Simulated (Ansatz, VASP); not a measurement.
One calculation of H, two programs

```
H
1.0
    -1.72809    1.72809    1.97945
     1.72809   -1.72809    1.97945
     1.72809    1.72809   -1.97945
H
2
Direct
  0.91715 0.91715 0.00000
  0.08285 0.08285 0.00000
```

Alike in both runs: task single point; functional PBE; k mesh 10 × 10 × 10; occupations gaussian, width 0.02 eV; no spin polarisation.

|  | VASP | Ansatz |
| --- | --- | --- |
| version | VASP 6.6.1 | Ansatz 0.2.0 |
| potentials or method | VASP PAW PBE potentials, release 64 (H) | scalar-relativistic, plane waves, PAW |
| plane-wave cutoff (eV) | 520 | 420 |
| valence electrons in the cell | 2 | 2 |

|  | VASP | Ansatz | Ansatz less VASP |
| --- | --- | --- | --- |
| gap on the k mesh at the Fermi level (eV) | 9.84 | 9.84 | +0.004 |
| least direct gap on the mesh (eV) | 10.56 | 10.57 | +0.004 |
| pressure (GPa) | 6.7 | 6.9 | +0.19 |
| largest component of the traceless stress (GPa) | 13.25 | 13.21 | -0.034 |
| rms of the force components (eV/Å) | 2.582 | 2.567 | -0.0141 |

Atom by atom the forces differ by 0.014 eV/Å (rms over components).

Caveats: forces of over 1 eV/Å show positions far from the minimum, so gaps and moduli don't describe the material at rest. A k mesh can miss the band edges.
